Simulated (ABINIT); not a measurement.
# Beyond one shot: F (C2/m), part 3 of 3

How far does self-consistency move the gap of F (C2/m)?

ABINIT 10.8.3; LDA and many-body steps on it, plane waves. Known limits of the many-body steps: not at the basis limit; coarse k mesh.

So far. Step 11 (evGW, cycle 1): Against G0W0 in ABINIT (4×4×2 mesh, 49 bands, screening to 106.1 eV, Godby-Needs plasmon pole), the gap moves by +2.836 eV. Step 14 (evGW, cycle 2): Against the cycle before, the gap moves by +0.229 eV.

## (15) Screening, 4×4×2 mesh, 49 bands, screening to 106.1 eV

This step: RPA screening on LDA, plane waves, norm-conserving pseudopotentials.

File run.abi:

```
acell 3*1.0 Angstrom
rprim 
  2.650494272500 -1.517320773400 0.000000000000
  2.650494272500 1.517320773400 -0.000000000000
  -2.103423892600 -0.000000000000 6.726107507300
ntypat 1
znucl 9
natom 4
typat 1 1 1 1
xred 
  0.504495130000 0.504495130000 0.400850110000
  0.085358160000 0.085358160000 0.098603260000
  0.495504870000 0.495504870000 0.599149890000
  0.914641840000 0.914641840000 0.901396740000
pp_dirpath "pseudos"
pseudos "F.upf"
ecut 36
ngkpt 4 4 2
nshiftk 1
shiftk 0 0 0
kptopt 1
chksymbreak 0
istwfk *1
occopt 1
irdwfk 1
optdriver 3
nband 49
ecuteps 3.9
inclvkb 2
awtr 1
symchi 1
gwcalctyp 10
mbpt_sciss 9.157 eV
nqptdm 1
qptdm 
  0 0 0
indata_prefix "in"
outdata_prefix "out"
tmpdata_prefix "tmp"
```

Launch:

```
> OMP_NUM_THREADS=1 mpirun -n 8 abinit run.abi > log
```

Numbers of over 12 decimals in the logs are rounded to 6 here.

The log of the run:

```text
.Version 10.8.3 of ABINIT. v10.8.2 released Aug 2026.

 Symmetries : space group C2/m (# 12); Bravais mC (1-face-center monocl.)
[... echo of the input left out ...]
== DATASET  1 ==================================================================
-   mpi_nproc: 8, omp_nthreads: 1 (-1 if OMP is not activated)

--- !DatasetInfo
iteration_state: {dtset: 1, }
dimensions: {natom: 4, nkpt: 14, mband: 49, nsppol: 1, nspinor: 1, nspden: 1, mpw: 3789, }
cutoff_energies: {ecut:  36.0, pawecutdg:  -1.0, }
[...]
[... chi0 elements left out ...]
 For q-point:  0.000010 0.000020 0.000030
  dielectric constant =   1.6669
  dielectric constant without local fields =   1.8341

  Average fulfillment of the sum rule on Im[epsilon] for q-point    1 :     53.54  [%]
[... wings left out ...]
== END DATASET(S) ==============================================================
================================================================================

 -outvars: echo values of variables after computation  --------
           etotal      0.0000000000E+00
            nband          49
             nkpt          14
          spgroup          12
 [... the other variables as echoed above ...]

 Calculation completed.
```

Wall time 4 s (8 MPI ranks of Arm Neoverse V1, shared host); peak memory 1.2 GiB; 31 s of CPU time.

Numbers from this step:

```yaml
eps_infinity_with_local_fields_on_this_mesh_along_the_program_s_q_direction: 1.667
the_same_without_local_fields: 1.834
plasma_frequency: 26.71 eV
plane_waves_in_the_screening_matrix: 143
```

This screening uses the functional's bands under a rigid shift, the mean opening of the cycle before.

## (16) Screening, 4×4×2 mesh, 49 bands, screening to 106.1 eV

This step: RPA screening on LDA from quasiparticle energies, plane waves, norm-conserving pseudopotentials.

run.abi: that of step 15 with these lines changed.

```diff
@@ -31,7 +31,19 @@
 symchi 1
+irdqps 1
 gwcalctyp 10
-mbpt_sciss 9.157 eV
-nqptdm 1
+nqptdm 13
 qptdm 
-  0 0 0
+  0.2500000000 0.0000000000 0.0000000000
+  0.5000000000 0.0000000000 0.0000000000
+  0.2500000000 0.2500000000 0.0000000000
+  0.5000000000 0.2500000000 0.0000000000
+  -0.2500000000 0.2500000000 0.0000000000
+  0.5000000000 0.5000000000 0.0000000000
+  0.0000000000 0.0000000000 0.5000000000
+  0.2500000000 0.0000000000 0.5000000000
+  0.5000000000 0.0000000000 0.5000000000
+  0.2500000000 0.2500000000 0.5000000000
+  0.5000000000 0.2500000000 0.5000000000
+  -0.2500000000 0.2500000000 0.5000000000
+  0.5000000000 0.5000000000 0.5000000000
 indata_prefix "in"
```

File mrgscr.stdin:

```
2
merged
q0_SCR
out_SCR
1
```

Launch:

```
> OMP_NUM_THREADS=1 mpirun -n 8 abinit run.abi > log; mrgscr < mrgscr.stdin
```

The log of the run:

```text
.Version 10.8.3 of ABINIT. v10.8.2 released Aug 2026.

 Symmetries : space group C2/m (# 12); Bravais mC (1-face-center monocl.)
[... echo of the input left out ...]
== DATASET  1 ==================================================================
-   mpi_nproc: 8, omp_nthreads: 1 (-1 if OMP is not activated)

--- !DatasetInfo
iteration_state: {dtset: 1, }
dimensions: {natom: 4, nkpt: 14, mband: 49, nsppol: 1, nspinor: 1, nspden: 1, mpw: 3789, }
cutoff_energies: {ecut:  36.0, pawecutdg:  -1.0, }
[...]
q-point number  1        q = ( 0.250000, 0.000000, 0.000000) [r.l.u.]
--------------------------------------------------------------------------------
[... chi0 elements left out ...]
  Average fulfillment of the sum rule on Im[epsilon] for q-point    2 :     47.54  [%]

--------------------------------------------------------------------------------
  q-point number  2        q = ( 0.500000, 0.000000, 0.000000) [r.l.u.]
--------------------------------------------------------------------------------
[... chi0 elements left out ...]
  Average fulfillment of the sum rule on Im[epsilon] for q-point    3 :     39.32  [%]

 [... 11 further q-points ...]
```

The job ended after 8.3 s (8 MPI ranks; peak memory 1.2 GiB).

This step gave:

| Property | Result |
| --- | --- |
| plasma frequency | 26.71 eV |
| plane waves in the screening matrix | 143 |

This screening reads the quasiparticle levels of the cycle before.

## (17) evGW, cycle 3

This step: evGW on LDA, plane waves, norm-conserving pseudopotentials.

run.abi: that of step 16 with these lines changed.

```diff
@@ -25,12 +25,10 @@
 irdwfk 1
-optdriver 3
+optdriver 4
 nband 49
-ecuteps 3.9
-inclvkb 2
-awtr 1
-symchi 1
-irdqps 1
 gwcalctyp 10
-nqptdm 13
-qptdm 
+ecutsigx 36
+symsigma 1
+nkptgw 14
+kptgw 
+  0.0000000000 0.0000000000 0.0000000000
   0.2500000000 0.0000000000 0.0000000000
@@ -48,2 +46,21 @@
   0.5000000000 0.5000000000 0.5000000000
+bdgw 
+  5 18
+  5 18
+  5 18
+  5 18
+  5 18
+  5 18
+  5 18
+  5 18
+  5 18
+  5 18
+  5 18
+  5 18
+  5 18
+  5 18
+ecuteps 3.9
+irdscr 1
+ppmodel 1
+irdqps 1
 indata_prefix "in"
```

Launch:

```
> OMP_NUM_THREADS=1 mpirun -n 8 abinit run.abi > log
```

The log of the run:

```text
.Version 10.8.3 of ABINIT. v10.8.2 released Aug 2026.

 Symmetries : space group C2/m (# 12); Bravais mC (1-face-center monocl.)
[... echo of the input left out ...]
== DATASET  1 ==================================================================
-   mpi_nproc: 8, omp_nthreads: 1 (-1 if OMP is not activated)

--- !DatasetInfo
iteration_state: {dtset: 1, }
dimensions: {natom: 4, nkpt: 14, mband: 49, nsppol: 1, nspinor: 1, nspden: 1, mpw: 3789, }
cutoff_energies: {ecut:  36.0, pawecutdg:  -1.0, }
[...]
.  kptgw no:  3; Maximum DeltaE = (  -0.011  -0.000) for band index:  6
[...]
.  kptgw no: 13; Maximum DeltaE = (  -0.010   0.000) for band index:  6
.  kptgw no: 14; Maximum DeltaE = (   0.006  -0.000) for band index:  4

== END DATASET(S) ==============================================================
================================================================================

 -outvars: echo values of variables after computation  --------
           etotal      0.0000000000E+00
            nband          49
             nkpt          14
          spgroup          12
 [... the other variables as echoed above ...]

 Calculation completed.
```

It took 47 s on 8 MPI ranks; peak memory 2.9 GiB; 6.3 min of CPU time.

Numbers from this step:

* quasiparticle gap on the mesh: 11.07 eV
* gap of the density functional on the mesh: 2.161 eV
* k of the valence top: 0.5, 0.5, 0
* k of the conduction bottom: 0, 0, 0
* least direct quasiparticle gap on the computed points: 11.15 eV

Against the cycle before, the gap moves by +0.025 eV.

## (18) Screening, 4×4×2 mesh, 49 bands, screening to 106.1 eV

This step: RPA screening on LDA, plane waves, norm-conserving pseudopotentials.

File run.abi:

```
acell 3*1.0 Angstrom
rprim 
  2.650494272500 -1.517320773400 0.000000000000
  2.650494272500 1.517320773400 -0.000000000000
  -2.103423892600 -0.000000000000 6.726107507300
ntypat 1
znucl 9
natom 4
typat 1 1 1 1
xred 
  0.504495130000 0.504495130000 0.400850110000
  0.085358160000 0.085358160000 0.098603260000
  0.495504870000 0.495504870000 0.599149890000
  0.914641840000 0.914641840000 0.901396740000
pp_dirpath "pseudos"
pseudos "F.upf"
ecut 36
ngkpt 4 4 2
nshiftk 1
shiftk 0 0 0
kptopt 1
chksymbreak 0
istwfk *1
occopt 1
irdwfk 1
optdriver 3
nband 49
ecuteps 3.9
inclvkb 2
awtr 1
symchi 1
gwcalctyp 10
mbpt_sciss 9.184 eV
nqptdm 1
qptdm 
  0 0 0
indata_prefix "in"
outdata_prefix "out"
tmpdata_prefix "tmp"
```

The log of the run:

```text
.Version 10.8.3 of ABINIT. v10.8.2 released Aug 2026.

 Symmetries : space group C2/m (# 12); Bravais mC (1-face-center monocl.)
[... echo of the input left out ...]
== DATASET  1 ==================================================================
-   mpi_nproc: 8, omp_nthreads: 1 (-1 if OMP is not activated)

--- !DatasetInfo
iteration_state: {dtset: 1, }
dimensions: {natom: 4, nkpt: 14, mband: 49, nsppol: 1, nspinor: 1, nspden: 1, mpw: 3789, }
cutoff_energies: {ecut:  36.0, pawecutdg:  -1.0, }
[...]
[... chi0 elements left out ...]
 For q-point:  0.000010 0.000020 0.000030
  dielectric constant =   1.6662
  dielectric constant without local fields =   1.8329

  Average fulfillment of the sum rule on Im[epsilon] for q-point    1 :     53.59  [%]
[... wings left out ...]
== END DATASET(S) ==============================================================
================================================================================

 -outvars: echo values of variables after computation  --------
           etotal      0.0000000000E+00
            nband          49
             nkpt          14
          spgroup          12
 [... the other variables as echoed above ...]

 Calculation completed.
```

Run time: 3.9 s. Hardware: 8 MPI ranks; peak memory 1.3 GiB.

Numbers from this step:

* ε∞ with local fields, on this mesh, along the program's q direction: 1.666
* the same without local fields: 1.833
* plasma frequency: 26.71 eV
* plane waves in the screening matrix: 143

This screening uses the functional's bands under a rigid shift, the mean opening of the cycle before.

## (19) Screening, 4×4×2 mesh, 49 bands, screening to 106.1 eV

This step: RPA screening on LDA from quasiparticle energies, plane waves, norm-conserving pseudopotentials.

run.abi: that of step 18 with these lines changed.

```diff
@@ -31,7 +31,19 @@
 symchi 1
+irdqps 1
 gwcalctyp 10
-mbpt_sciss 9.184 eV
-nqptdm 1
+nqptdm 13
 qptdm 
-  0 0 0
+  0.2500000000 0.0000000000 0.0000000000
+  0.5000000000 0.0000000000 0.0000000000
+  0.2500000000 0.2500000000 0.0000000000
+  0.5000000000 0.2500000000 0.0000000000
+  -0.2500000000 0.2500000000 0.0000000000
+  0.5000000000 0.5000000000 0.0000000000
+  0.0000000000 0.0000000000 0.5000000000
+  0.2500000000 0.0000000000 0.5000000000
+  0.5000000000 0.0000000000 0.5000000000
+  0.2500000000 0.2500000000 0.5000000000
+  0.5000000000 0.2500000000 0.5000000000
+  -0.2500000000 0.2500000000 0.5000000000
+  0.5000000000 0.5000000000 0.5000000000
 indata_prefix "in"
```

mrgscr.stdin is that of step 16.

Launch:

```
> OMP_NUM_THREADS=1 mpirun -n 8 abinit run.abi > log; mrgscr < mrgscr.stdin
```

The log of the run:

```text
.Version 10.8.3 of ABINIT. v10.8.2 released Aug 2026.

 Symmetries : space group C2/m (# 12); Bravais mC (1-face-center monocl.)
[... echo of the input left out ...]
== DATASET  1 ==================================================================
-   mpi_nproc: 8, omp_nthreads: 1 (-1 if OMP is not activated)

--- !DatasetInfo
iteration_state: {dtset: 1, }
dimensions: {natom: 4, nkpt: 14, mband: 49, nsppol: 1, nspinor: 1, nspden: 1, mpw: 3789, }
cutoff_energies: {ecut:  36.0, pawecutdg:  -1.0, }
[...]
q-point number  1        q = ( 0.250000, 0.000000, 0.000000) [r.l.u.]
--------------------------------------------------------------------------------
[... chi0 elements left out ...]
  Average fulfillment of the sum rule on Im[epsilon] for q-point    2 :     47.56  [%]

--------------------------------------------------------------------------------
  q-point number  2        q = ( 0.500000, 0.000000, 0.000000) [r.l.u.]
--------------------------------------------------------------------------------
[... chi0 elements left out ...]
  Average fulfillment of the sum rule on Im[epsilon] for q-point    3 :     39.34  [%]

 [... 11 further q-points ...]
```

Wall time 8.4 s (8 MPI ranks); peak memory 1.2 GiB; 67 s of CPU time.

Numbers from this step:

* plasma frequency: 26.71 eV
* plane waves in the screening matrix: 143

This screening reads the quasiparticle levels of the cycle before.

## (20) evGW, cycle 4

This step: evGW on LDA, plane waves, norm-conserving pseudopotentials.

run.abi: that of step 19 with these lines changed.

```diff
@@ -25,12 +25,10 @@
 irdwfk 1
-optdriver 3
+optdriver 4
 nband 49
-ecuteps 3.9
-inclvkb 2
-awtr 1
-symchi 1
-irdqps 1
 gwcalctyp 10
-nqptdm 13
-qptdm 
+ecutsigx 36
+symsigma 1
+nkptgw 14
+kptgw 
+  0.0000000000 0.0000000000 0.0000000000
   0.2500000000 0.0000000000 0.0000000000
@@ -48,2 +46,21 @@
   0.5000000000 0.5000000000 0.5000000000
+bdgw 
+  5 18
+  5 18
+  5 18
+  5 18
+  5 18
+  5 18
+  5 18
+  5 18
+  5 18
+  5 18
+  5 18
+  5 18
+  5 18
+  5 18
+ecuteps 3.9
+irdscr 1
+ppmodel 1
+irdqps 1
 indata_prefix "in"
```

Launch:

```
> OMP_NUM_THREADS=1 mpirun -n 8 abinit run.abi > log
```

The log of the run:

```text
.Version 10.8.3 of ABINIT. v10.8.2 released Aug 2026.

 Symmetries : space group C2/m (# 12); Bravais mC (1-face-center monocl.)
[... echo of the input left out ...]
== DATASET  1 ==================================================================
-   mpi_nproc: 8, omp_nthreads: 1 (-1 if OMP is not activated)

--- !DatasetInfo
iteration_state: {dtset: 1, }
dimensions: {natom: 4, nkpt: 14, mband: 49, nsppol: 1, nspinor: 1, nspden: 1, mpw: 3789, }
cutoff_energies: {ecut:  36.0, pawecutdg:  -1.0, }
[...]
.  kptgw no:  3; Maximum DeltaE = (  -0.001  -0.000) for band index:  6
[...]
.  kptgw no: 13; Maximum DeltaE = (  -0.001   0.000) for band index:  6
.  kptgw no: 14; Maximum DeltaE = (  -0.001  -0.000) for band index:  6

== END DATASET(S) ==============================================================
================================================================================

 -outvars: echo values of variables after computation  --------
           etotal      0.0000000000E+00
            nband          49
             nkpt          14
          spgroup          12
 [... the other variables as echoed above ...]

 Calculation completed.
```

Elapsed: 47 s, on 8 MPI ranks; peak memory 2.9 GiB; 6.3 min of CPU time.

This step gave:

```
quasiparticle gap on the mesh                         : 11.08 eV
gap of the density functional on the mesh             : 2.161 eV
k of the valence top                                  : 0.5, 0.5, 0
k of the conduction bottom                            : 0, 0, 0
least direct quasiparticle gap on the computed points : 11.16 eV
```

Against the cycle before, the gap moves by +0.003 eV.

## (21) The runs together

Times are wall times on 8 MPI ranks of Arm Neoverse V1, shared host, good to a factor of about two. A run's time includes the screening step that it read.

| run | mesh | bands | screening cutoff (eV) | DFT gap (eV) | gap on the mesh (eV) | direct (eV) | ε∞ used | time |
| --- | --- | --- | --- | --- | --- | --- | --- | --- |
| G0W0 | 4×4×2 | 49 | 106.1 | 2.161 | 7.985 | 8.057 | 2.34 | 13 s |
| evGW0, cycle 1 | 4×4×2 | 49 | 106.1 | 2.161 | 9.424 | 9.498 | 2.34 | 56 s |
| evGW0, cycle 2 | 4×4×2 | 49 | 106.1 | 2.161 | 9.058 | 9.132 | 2.34 | 56 s |
| evGW0, cycle 3 | 4×4×2 | 49 | 106.1 | 2.161 | 9.077 | 9.151 | 2.34 | 56 s |
| evGW0, cycle 4 | 4×4×2 | 49 | 106.1 | 2.161 | 9.076 | 9.150 | 2.34 | 56 s |
| evGW, cycle 1 | 4×4×2 | 49 | 106.1 | 2.161 | 10.821 | 10.899 | 1.73 | 57 s |
| evGW, cycle 2 | 4×4×2 | 49 | 106.1 | 2.161 | 11.050 | 11.128 | 1.67 | 58 s |
| evGW, cycle 3 | 4×4×2 | 49 | 106.1 | 2.161 | 11.075 | 11.153 | 1.67 | 60 s |
| evGW, cycle 4 | 4×4×2 | 49 | 106.1 | 2.161 | 11.078 | 11.156 | 1.67 | 59 s |

## (22) What came out

- G0W0: 7.985 eV
- evGW0, cycle 1: 9.424 eV
- evGW0, cycle 2: 9.058 eV
- evGW0, cycle 3: 9.077 eV
- evGW0, cycle 4: 9.076 eV
- evGW, cycle 1: 10.821 eV
- evGW, cycle 2: 11.050 eV
- evGW, cycle 3: 11.075 eV
- evGW, cycle 4: 11.078 eV
- known limits: not at the basis limit; coarse k mesh

**Reading.** Only the bands that the input lists are updated; the others, empty or deep, keep the functional's energies or take a rigid shift. The evGW loop starts from the last levels of evGW0, so its cycles and time come on top of those. evGW0 ends at 9.08 eV, +1.09 eV from G0W0, after 4 cycles that took 3.1 min beside the first screening; the last moved the gap by 0.001 eV. evGW ends at 11.08 eV, +3.09 eV from G0W0, after 4 cycles that took 3.9 min beside the first screening; the last moved the gap by 0.003 eV. The first cycle of evGW0 takes the full correction, without the factor Z, so it overshoots the one-shot value. Bands and cutoff are finite, so the gap is not at the basis limit. The miss can reach some tenths of an eV and take either sign; the mesh is an error of its own. The 4×4×2 mesh is coarse for this cell, which bears on the long-range parts of exchange and screening. In the updated screening the q = 0 part is built from Kohn-Sham bands under a rigid shift, the other q from the quasiparticle levels.

[Paths, hosts, dates, memory and timing lines, banners, echoed tables and standing remarks are left out of the program output.]

[Logs are printed without paths, hosts, clocks, repeated set-up lines and the standing remarks that a program may print on its own settings, such as how far it seeks lower states.]

[Runs of the session that timed out or met a known fault of the program may be left out.]

[Hosts, paths, dates, database ids (printed as entryN), source tags and the programs' standing remarks are cut or masked in the printed files.]

[G0W0 gaps are taken among the corrected bands and points alone; a level outside them can change the order at an edge.]

[Where Ansatz stands beside ABINIT at settings called matched, ABINIT's density can come from a denser mesh and the files from another edition; pairs whose starting gaps differed by over 0.03 eV were left out, so agreement reads better than it is.]
